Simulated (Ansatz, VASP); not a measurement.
## LiCl: VASP beside Ansatz

File INCAR:

```
SYSTEM = LiCl
  PREC = Accurate
  ENCUT = 600
  EDIFF = 1E-7
  ISMEAR = -1
  SIGMA = 0.05
  LREAL = .False.
  LASPH = .True.
  NELM = 60
  ALGO = Normal
  ISIF = 3
  LWAVE = .False.
  LCHARG = .False.
  GGA = PS
  IVDW = 13
  IBRION = 2
  NSW = 60
  EDIFFG = -0.01
```

Contents of KPOINTS:

```
regular mesh
0
Gamma
  9 9 9
  0 0 0
```

The input POSCAR:

```
LiCl
1.0
    0.0000000000      2.5647700000      2.5647700000
    2.5647700000      0.0000000000      2.5647700000
    2.5647700000      2.5647700000      0.0000000000
Cl Li
1 1
Direct
    0.5000000000      0.5000000000      0.5000000000
    0.0000000000      0.0000000000      0.0000000000
```

input.yaml

```yaml
crystal:
  lattice:
    - [0.0, 2.56477, 2.56477]
    - [2.56477, 0.0, 2.56477]
    - [2.56477, 2.56477, 0.0]
  atoms:
    - { symbol: Cl, position: [0.5, 0.5, 0.5] }
    - { symbol: Li, position: [0.0, 0.0, 0.0] }
hamiltonian:
  xc: pbesol
  pseudopotentials: { kind: paw }
  dispersion: d4
kpoints:
  mp_grid: { grid: [9, 9, 9] }
scf:
  occupations: { method: fermi_dirac, width: 0.05 }
output:
  forces: true
  stress: true
  eigenvalues: true
relax:
  f_tol: 0.01
  max_steps: 40
  cell: { stress_tol: 0.05 }
```

Alike in both runs: task relaxation of cell and atoms; functional PBEsol; dispersion D4; k mesh 9 × 9 × 9; occupations fermi-dirac, width 0.05 eV; no spin polarisation.

|  | VASP | Ansatz |
| --- | --- | --- |
| version | VASP 6.6.1 | Ansatz 0.2.0 |
| potentials or method | VASP PAW PBE potentials, release 64 (Cl, Li_sv) | Ansatz PAW |
| plane-wave cutoff (eV) | 600 | 420 |
| valence electrons in the cell | 10 | 10 |

```tsv
	VASP	Ansatz	Ansatz less VASP
gap on the k mesh at the Fermi level, each at its own relaxed structure (eV)	6.48	6.46	-0.021
relaxed volume (Å³/atom)	15.90	15.93	+0.033
relaxed cell length with the largest relative difference (Å)	3.556	3.559	+0.0025
energy change over the relaxation (meV/atom)	-6	-6	+0.4
```

Caveats: the cutoff is under 1.25 times the usual one of these potentials, so pressure, stress and relaxed cells hold a basis-set (Pulay) error (VASP); the PAW data sets were made with another functional, which shifts forces and pressure a little (VASP); an odd mesh through Γ misses points on the zone boundary, where band edges often lie (VASP); odd divisions of the mesh miss points on the zone boundary, where band edges often lie, so the gap on the mesh can be too wide (Ansatz); the plane-wave basis is chosen anew once the cell has moved, so the energies of steps on either side of that aren't comparable (Ansatz); the PAW data sets come from PBE, with cores solved anew for the run's functional, which leaves a small shift of forces and pressure (Ansatz).
